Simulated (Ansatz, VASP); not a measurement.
**B3As4: VASP beside Ansatz**

```xyz
7
Lattice="4.7691 0.0000 0.0000 0.0000 4.7691 0.0000 0.0000 0.0000 4.7691" Properties=species:S:1:pos:R:3 pbc="T T T"
B     2.3845    0.0000    2.3845
B     0.0000    2.3845    2.3845
B     2.3845    2.3845    0.0000
As    3.5882    3.5882    1.1809
As    1.1809    1.1809    1.1809
As    3.5882    1.1809    3.5882
As    1.1809    3.5882    3.5882
```

Alike in both runs: functional PBE; k mesh 6 × 6 × 6; occupations gaussian, width 0.1 eV; no spin polarisation.

Ansatz relaxed the structure, and its values are those at the end. VASP's run is a single point on that final structure, the one shown.

|  | VASP | Ansatz |
| --- | --- | --- |
| version | VASP 6.6.1 | Ansatz 0.2.0 |
| potentials or method | VASP PAW PBE potentials, release 64 (B, As) | scalar-relativistic, plane waves, PAW |
| plane-wave cutoff (eV) | 520 | 420 |
| valence electrons in the cell | 29 | 69 |

VASP gave:

* gap on the k mesh at the Fermi level (eV): none
* pressure (GPa): 0.4
* rms of the force components (eV/Å): 0.021

Task: Which values does Ansatz return?

Result: gap on the k mesh at the Fermi level (eV): none; pressure (GPa): 0.0; rms of the force components (eV/Å): 0.001.

A gap of «none» marks a metal or a gap that the smearing closes. With one functional, cell and mesh, what is left measures potentials, basis and numerics. The two sets of potentials don't hold the same shells in valence.
